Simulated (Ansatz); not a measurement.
# LaGaS3 (model cell, started as cubic perovskite with Ga in the octahedra): a soft mode frozen in, part 3 of 3

Wanted: the energy along a soft mode of LaGaS3 (model cell, started as cubic perovskite with Ga in the octahedra) and the structure at the end.

Ansatz 0.2.0; DFT PBEsol, scalar-relativistic, plane waves, PAW; PAW set soft_1.

So far. Step 5 (Energy along the mode, all amplitudes (two of the runs …): The lowest of the steps tried is the last one, at 0.6 Å, 140 meV/atom below the parent; the bottom of the well need not coincide with a step. Step 7 (The new phase in its own primitive cell): The largest force component left is 0.18 meV/Å and the pressure is -0.001 GPa, within the tolerances set. The cell now holds 20.84 Å³/atom. The relaxed cell has a, b, c = 6.522, 9.431, 6.777 Å (conventional setting).

The structure was built from a prototype and need not be the compound's stable phase.

### Step 8. Modes of the new phase, k-mesh 6×6×6, occupations fixed

A relaxed structure may still be a saddle point, so its zone-centre modes are computed. The response to a homogeneous field gives the Born charges and the dielectric tensor.

The input, input.yaml:

```yaml
crystal:
  lattice:
    - [-3.2608474044, 4.7156035627, 3.3883411745]
    - [3.2608474044, -4.7156035627, 3.3883411745]
    - [3.2608474044, 4.7156035627, -3.3883411745]
  atoms:
    - { symbol: La, position: [0.2311649659, 0.9811649659, 0.25] }
    - { symbol: La, position: [0.7688350341, 0.0188350341, 0.75] }
    - { symbol: Ga, position: [0.5, 0.5, 0.0] }
    - { symbol: Ga, position: [0.0, 0.5, 0.5] }
    - { symbol: S, position: [0.3474123687, 0.5974123687, 0.75] }
    - { symbol: S, position: [0.6525876313, 0.4025876313, 0.25] }
    - { symbol: S, position: [0.1915967794, 0.0, 0.6915967794] }
    - { symbol: S, position: [0.8084032206, 0.0, 0.3084032206] }
    - { symbol: S, position: [0.1915967794, 0.5, 0.1915967794] }
    - { symbol: S, position: [0.8084032206, 0.5, 0.8084032206] }
kpoints:
  mp_grid: { grid: [6, 6, 6] }
hamiltonian:
  xc: pbesol
  pseudopotentials: { kind: paw, azcp: { folder: soft_1 }, xc_functional: pbe }
scf:
  occupations: { method: fixed }
output:
  eigenvalues: true
phonons:
  method: dfpt
  dielectric: true
  rigid_motions: translations
```

Command:

```sh
$ ansatz run input.yaml --threads 8 --pin off --max-ram 16384MiB --backend cpu --events-out ev --progress --plain --runs-dir out
```

Numbers of over 12 decimals in the logs are rounded to 6 here.

Log:

```text
[...]
Crystal: 10 atoms, lattice volume = 208.408 Å³
Basis set: ecut = 420 eV, 4055 PW (Γ), exchange–correlation on 96×96×96 points (8 copies of the dense FFT grid, shifted against one another)
Bands: 52, of which v1, the nominal top of the filled ones, is band 42 counted from 1 (41 counted from 0)
Symmetry: 8 space group operations
k-points: 112 of 216 (irreducible under 1 space group operation, time reversal used)
[...]
SCF iter   1: F=—  HF=-25133.926531 eV  |F-HF|=—  |Δ(HF+E_count)|=         —  Δρ=4.71e-2  dr2=9.49e0  ethr=3.10e-3  ⟨swp⟩=5.1  Hψ=21700  notcnv=0  defer=103
[...]
SCF iter  12: F=-25131.874845 eV  HF=-25131.874845 eV  |F-HF|=1.09e-11  |Δ(HF+E_count)|=  2.55e-11  Δρ=1.30e-7  dr2=4.55e-11  ethr=1.00e-12  ⟨swp⟩=23.4  Hψ=51877  notcnv=0
SCF 1 converged in 12 iterations: F = -25131.874845 eV  dr2 = 4.55e-11
[...]
NSCF: frozen V_eff on 22 k-points
DFPT response loops at Γ: preconditioner auto → Resta (q_TF=auto, 2.345 Å⁻¹)  ε∞=13.9 (no band partly filled); β = 1.00, the filter's whole step (`scf.mixing.beta` (0.50) is not read by the response loops at its default; to damp them type it under 1.00, their step now; it binds the ground state too); Broyden in place of MSR1
── the response to a field inside a basis, on 10×10×10 k-points: an SCF that follows is theirs, and a resumed run solves both again ──
Bands: 43, of which v1, the nominal top of the filled ones, is band 42 counted from 1 (41 counted from 0)
k-points: 170
[...]
Eigensolver: Dense (170 Hₖ)
SCF iter   1: F=—  HF=-25131.724728 eV  |F-HF|=—  |Δ(HF+E_count)|=         —  Δρ=3.55e-4  dr2=9.50e-5  ethr=1.00e-1
[...]
SCF iter   5: F=-25131.724754 eV  HF=-25131.724754 eV  |F-HF|=8.87e-9  |Δ(HF+E_count)|=   8.17e-8  Δρ=3.74e-6  dr2=3.47e-8  ethr=2.71e-10
SCF 1 converged in 5 iterations: F = -25131.724754 eV  dr2 = 3.47e-8
[...]
WARN: field response: inside a basis, on 10×10×10 points, no mesh in reach settles it: take ε∞, Z* and everything formed from them with what they may err, as stated (eps_inf_uncertainty, zstar_uncertainty_e), and compare with field_mesh: kpoints on a denser kpoints.mp_grid
WARN: field response: ε∞ stands inside a basis, on 10×10×10 points; the force constants stand on the 6×6×6 k-mesh, whose period is 12.80 times the interband length at k = (0.0000, 0.0000, 0.0000), direct gap 0.344 eV, under 14: take them and everything formed from them as unconverged, and compare with a denser kpoints.mp_grid
SCF converged after 12 iterations
Free energy (F): -25131.874845 eV
[...]
Internal energy: -25131.874845 eV  (E = F + TS)
E sigma→0 (E₀):  -25131.874845 eV
Fermi energy:    8.694138 eV
[...]
--- Band table (eV; the first three rows and the last of 112) ---
  k-point 0: bands = [... 38 lower, 7.9550, 8.2739, 8.6595, 8.6600, 9.0039, 11.1601, 11.2940, 11.3320, ... 6 higher]
  k-point 1: bands = [... 38 lower, 7.9025, 7.9537, 8.2030, 8.3759, 9.3367, 11.2433, 11.2477, 11.3315, ... 6 higher]
  k-point 2: bands = [... 38 lower, 7.6605, 7.7140, 7.8764, 8.1825, 9.9792, 11.1393, 11.3004, 11.3025, ... 6 higher]
  k-point 111: bands = [... 38 lower, 7.2800, 7.7815, 8.2207, 8.6354, 10.5191, 10.5528, 11.2729, 11.3298, ... 6 higher]
--- Phonons (Γ-DFPT): 12 representative perturbations + reference, on 112 of 216 k-points (Σ response iterations 52) ---
  k mesh reduced under 1 symmetry operation, with k and −k counted as one. Each operation leaves every solved perturbation unchanged. A smaller set is not considered because the run solves the response to a homogeneous field
  ASR residual: 1.329e-4 → 0.000e0 eV/Å²; symmetrization residual: 2.124e-5 eV/Å²
  ASR residual per site (eV/Å²): 3.21e-5 3.21e-5 9.72e-5 9.72e-5 2.60e-5 2.60e-5 1.33e-4 1.33e-4 1.33e-4 1.33e-4
  Γ frequencies (cm⁻¹): -71.56 0.00 0.00 0.00 32.60 63.08 68.15 81.20 87.11 103.30 105.16 108.28 153.35 164.26 166.03 174.86 175.32 194.41 199.60 201.96 205.24 205.75 216.61 241.67 242.13 264.08 264.72 290.66 345.63 352.53
  ε∞ (high-frequency dielectric tensor):
       11.662292     0.000000    -0.000000
        0.000000    10.806389     0.000000
       -0.000000     0.000000    10.549833
  softest optical mode at Γ: -71.56 cm⁻¹; the repairs (sum rule, projections) moved no ω² at Γ by more than (2.56 cm⁻¹)²
  Born effective charges Z* (e; rows j = field, columns β = displacement):
    site 0:
         4.48428    0.00000    0.00000
         0.00000    3.95402    0.00000
        -0.00000    0.00000    4.85673
    site 1:
         4.48428    0.00000    0.00000
         0.00000    3.95402    0.00000
        -0.00000    0.00000    4.85673
    site 2:
         4.16782    0.00000    0.00000
         0.00000    4.33430   -0.04321
        -0.00000    0.88017    4.20492
    site 3:
         4.16782    0.00000    0.00000
         0.00000    4.33430    0.04321
         0.00000   -0.88017    4.20492
    site 4:
        -2.01139   -0.00000    0.00000
        -0.00000   -3.45429   -0.00000
         0.00000   -0.00000   -3.37417
    site 5:
        -2.01139   -0.00000    0.00000
        -0.00000   -3.45429   -0.00000
         0.00000   -0.00000   -3.37417
    site 6:
        -3.32035   -0.00000   -0.83424
        -0.00000   -2.41702   -0.00000
        -0.43987   -0.00000   -2.84374
    site 7:
        -3.32035   -0.00000   -0.83424
        -0.00000   -2.41702   -0.00000
        -0.43987   -0.00000   -2.84374
    site 8:
        -3.32035    0.00000    0.83424
         0.00000   -2.41702   -0.00000
         0.43987   -0.00000   -2.84374
    site 9:
        -3.32035    0.00000    0.83424
        -0.00000   -2.41702   -0.00000
         0.43987   -0.00000   -2.84374
  Z* charge neutrality: 9.965e-2 e pre-enforcement
  solved inside a basis spanned on kpoints, on 10×10×10 k-points transformed towards the longest dipole, which do not settle them: ε∞ is read to err by 7.4e-2, Z* by 9.3e-2 e (field_mesh: kpoints solves on kpoints); Z* is corrected for what the basis lacks
  optical modes at Γ without the LO–TO term, one row a degenerate level:
      ω (cm⁻¹)  modes    IR ((D/Å)²/amu)
        -71.56      1            13.7293
         32.60      1             0.0000
         63.08      1             3.7528
         68.15      1             0.9680
         81.20      1             2.2219
         87.11      1             0.0000
        103.30      1             0.0000
[...]
optical modes at Γ + LO–TO along q̂ = [1.0000, 0.0000, 0.0000]:
      ω (cm⁻¹)  modes    IR ((D/Å)²/amu)
[...]
optical modes at Γ + LO–TO along q̂ = [0.0000, 1.0000, 0.0000]:
      ω (cm⁻¹)  modes    IR ((D/Å)²/amu)
[...]
optical modes at Γ + LO–TO along q̂ = [0.0000, 0.0000, 1.0000]:
      ω (cm⁻¹)  modes    IR ((D/Å)²/amu)
[...]
199.60      1             0.0000
        205.24      1             0.0000
        205.75      1             0.0000
        216.61      1            13.1584
        233.53      1             1.5648
        241.67      1             0.0000
        264.08      1             0.0000
        264.72      1            19.7099
        290.66      1             3.5410
        302.54      1            37.7331
        352.53      1             0.0000
        357.50      1            20.1385
```

It took 10 min on 8 threads of Arm Neoverse V1, shared host; peak memory 5.9 GiB.

Numbers from this step:

```
sum-rule residual before enforcement                    : 1.33e-4 eV/Å²
miss of the charge sum rule                             : 0.09965 e
estimated error of the dielectric tensor                : 0.07387
estimated error of the Born charges                     : 0.09346 e
point group                                             : mmm
highest optical mode at the zone centre (no LO-TO term) : 352.5 cm⁻¹
lowest optical zone-centre mode                         : -71.56 cm⁻¹
mean high-frequency dielectric constant                 : 11.01
largest Born charge (third of the trace)                : 4.432 e
top of the zone-centre spectrum with the field          : 357.5 cm⁻¹
```

Patterns of degenerate modes are one choice out of their space. The modes at Γ (shares of kinetic energy by element, %) (negative means imaginary):

```csv
mode,frequency (cm⁻¹),symmetry,La %,Ga %,S %
1,-71.6,B3u,12,1,86
2,0.0,acoustic,46,23,32
3,0.0,acoustic,46,23,32
4,0.0,acoustic,46,23,32
5,32.6,B2g,55,0,45
6,63.1,B2u,20,73,7
7,68.2,B3u,27,61,12
8,81.2,B1u,25,67,8
9,87.1,B3g,96,0,4
10,103.3,B2g,42,0,58
11,105.2,Ag,95,0,5
12,108.3,B1g,0,0,100
13,153.3,B2u,34,13,53
14,164.3,B1u,15,71,14
15,166.0,Au,0,36,64
16,174.9,B1g,0,0,100
17,175.3,B3u,15,1,83
18,194.4,B3g,0,0,100
19,199.6,B2g,3,0,97
20,202.0,B1u,14,22,64
21,205.2,Au,0,64,36
22,205.8,Ag,0,0,100
23,216.6,B2u,0,86,14
24,241.7,B3g,4,0,96
25,242.1,B1u,0,10,90
26,264.1,Ag,5,0,95
27,264.7,B3u,0,13,87
28,290.7,B2u,1,5,94
29,345.6,B1u,1,7,92
30,352.5,B3g,0,0,100
```

Displacements in mode 1 (-71.6 cm⁻¹), the largest set to 1:
```
La1 -0.18  0.00  0.00
La2 -0.18  0.00  0.00
Ga3 -0.09  0.00  0.00
Ga4 -0.09  0.00  0.00
S5   1.00  0.00  0.00
S6   1.00  0.00  0.00
S7   0.00  0.00  0.12
S8   0.00  0.00  0.12
S9   0.00  0.00 -0.12
S10  0.00  0.00 -0.12
```

Displacements in mode 5 (32.6 cm⁻¹), the largest set to 1:
```
La1 -0.60  0.00  0.00
La2  0.60  0.00  0.00
Ga3  0.00  0.00  0.00
Ga4  0.00  0.00  0.00
S5   1.00  0.00  0.00
S6  -1.00  0.00  0.00
S7   0.00 -0.36  0.00
S8   0.00  0.36  0.00
S9   0.00  0.36  0.00
S10  0.00 -0.36  0.00
```

High-frequency dielectric tensor, which the program warns is not settled by the k meshes in reach. Tensor:

```csv
,x,y,z
x,11.66,0,0
y,0,10.81,0
z,0,0,10.55
```

Optical modes at the zone centre, without and with the macroscopic field of the longitudinal modes; each column is sorted by frequency, so a row need not hold one and the same mode. Modes with and without the field, by row:

```csv
rank among optical modes,no field (cm⁻¹),"q along (1, 0, 0) (cm⁻¹)","q along (0, 1, 0) (cm⁻¹)","q along (0, 0, 1) (cm⁻¹)"
1,-71.6,23,-71.6,-71.6
2,32.6,32.6,32.6,32.6
3,63.1,63.1,68.2,63.1
4,68.2,74.4,72,68.2
5,81.2,81.2,81.2,85.8
6,87.1,87.1,87.1,87.1
7,103.3,103.3,103.3,103.3
8,105.2,105.2,105.2,105.2
9,108.3,108.3,108.3,108.3
10,153.3,153.3,164.3,153.3
11,164.3,164.3,166,166
12,166,166,174.9,172.3
13,174.9,174.9,175.3,174.9
14,175.3,194.4,192.1,175.3
15,194.4,199.6,194.4,194.4
16,199.6,202,199.6,199.6
17,202,205.2,202,205.2
18,205.2,205.8,205.2,205.8
19,205.8,212.2,205.8,216.6
20,216.6,216.6,241.7,233.5
21,241.7,241.7,242.1,241.7
22,242.1,242.1,264.1,264.1
23,264.1,264.1,264.5,264.7
24,264.7,290.7,264.7,290.7
25,290.7,316,309.4,302.5
26,345.6,345.6,345.6,352.5
27,352.5,352.5,352.5,357.5
```

Born charge (rows field, columns displacement) (e), principal values of the symmetric part by kind of site:

```csv
atom,atoms with these values,low,middle,high,mean
La1,2,3.95,4.48,4.86,4.43
Ga3,2,3.85,4.17,4.69,4.24
S5,2,-3.45,-3.37,-2.01,-2.95
S7,4,-3.76,-2.42,-2.40,-2.86
```

In full for S7:

```
-3.32  0.00 -0.83
 0.00 -2.42  0.00
-0.44  0.00 -2.84
```

Transverse modes; imaginary modes are left out. Infrared lines, with heights relative to the strongest:

```csv
position (cm⁻¹),lines merged,relative intensity
33,1,0.0
63,1,11
68,1,2.8
81,1,6.3
87,1,0.0
103,1,0.0
105,1,0.0
108,1,0.0
153,1,89
164,1,34
166,1,0.0
175,2,67
194,1,0.0
200,1,0.0
202,1,100
205,1,0.0
206,1,0.0
217,1,38
242,2,23
264,1,0.0
265,1,56
291,1,10
346,1,9.0
352,1,0.0
```

Before it was imposed, the acoustic sum rule was missed by 1.3e-4 eV/Å² and the charge sum rule by 0.100 e. The charge miss is large and points to the mesh or the basis. The lowest optical mode is imaginary, 71.6i cm⁻¹, so the energy falls along it.

The log warns of the k mesh: “the force constants stand on the 6×6×6 k-mesh, whose period is 12.80 times the interband length at k = (0.0000, 0.0000, 0.0000), direct gap 0.344 eV, under 14: take them and everything formed from them as unconverged”.

### Step 9. Results

```
unstable mode of the parent                                                      : q = (-0.5, -0.5, -0.5), 185i cm⁻¹
depth at the lowest point sampled                                                : 140 meV/atom
largest atomic shift at that point                                               : 0.6 Å
space group reached (within 0.01 Å)                                              : Imma
energy gained over the parent (first relaxation, on the mesh of the frozen mode) : 174 meV/atom
volume per atom, phase reached                                                   : 20.8 Å³
gap on the k-mesh, phase reached                                                 : 0.310 eV
lowest optical zone-centre mode, phase reached                                   : -71.6 cm⁻¹
highest optical mode at the zone centre (no LO-TO term), phase reached           : 353 cm⁻¹
```

**Reading.** Along this mode the structure falls into Imma, 174 meV/atom below the parent. At the parent's cell the well is 139.7 meV/atom deep on the steps tried, with its lowest point at a shift of 0.6 Å. That is the last step tried, so the steps alone don't bracket the bottom of the well. Relaxing atoms and cell changes the gain by +34.01 meV/atom against the lowest step (energies at zero smearing). The new phase still has an imaginary mode at the zone centre of its cell, so it is a saddle point on the way to a lower structure. Of the 4 patterns followed to their end from this parent, this one ends 4.42 meV/atom above the lowest, R-3c. Each path keeps the symmetry of its pattern, so a lower phase may lie along a pattern not tried. With the field response the log warns that the k mesh is coarse for the force constants too, so the frequencies may not be converged. With no gap, or one that is small against the smearing, the frequencies hang on the k mesh and the smearing, most of all near Kohn anomalies. In at least one run the field response is not settled by the k meshes in reach, so its dielectric tensor, Born charges and longitudinal modes are rough. Spin-orbit coupling is left out, which can matter for the heavy elements here. The PAW files were made for PBE and serve the other functionals too. A phonon run warned that its eigensolver left some bands unconverged in a pass. The starting cell was built on a prototype and not taken from a measurement, so the phase need not exist.

[Logs are printed without paths, hosts, clocks, repeated set-up lines and the standing remarks that a program may print on its own settings, such as how far it seeks lower states.]

[Hosts, paths, dates, database ids (printed as entryN), source tags and the programs' standing remarks are cut or masked in the printed files.]
